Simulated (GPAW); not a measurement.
**P and the effect of the functional**

It takes space group Cmce (No. 64, orthorhombic). The conventional cell has a = 3.295 Å, b = 10.930 Å, c = 4.544 Å, α = 90.00°, β = 90.00°, γ = 90.00°. Around P (site symmetry m) lie 3 P at 2.20 to 2.25 Å.

Kept alike: task band structure; k mesh 7 × 7 × 5; occupations fermi-dirac, width 0.05 eV; no spin polarisation. Program: GPAW, potentials by row: the program's PAW data sets (release 1.2.1) made for this functional (LDA); PAW data sets generated for this functional (PBEsol); GPAW PAW data sets (gpaw-data 1.2.1) (r2SCAN on files made for PBE), cutoff 600 eV. The mesh is that of the run's cell of 4 atoms. No spin-orbit coupling.

| run | band gap (eV) | pressure (GPa) |
| --- | --- | --- |
| A | 0.05 or less | -0.30 |
| B | 0.237 | 1.00 |
| C | 0.05 or less | -1.78 |

Pressure is positive in compression; the values hold the error of the finite cutoff, so their zero can differ a little from the energy's minimum. Gaps are the smaller of the mesh's and the band path's.

**Question.** The runs differ in the functional (and the potentials named above) alone: LDA; PBEsol; r2SCAN. Which run is which?

**Answer.** Run A is PBEsol; run B is r2SCAN; run C is LDA. The band gap runs from 0.05 or less (LDA; PBEsol) to 0.237 eV (r2SCAN). Measured: 0.33 eV at 300 K (pmc:9106664, doi:10.1038/s41467-022-30341-4); nearest r2SCAN, 0.093 eV off. The runs are for a static lattice. The pressure runs from -1.78 (LDA) to 1.00 GPa (r2SCAN).
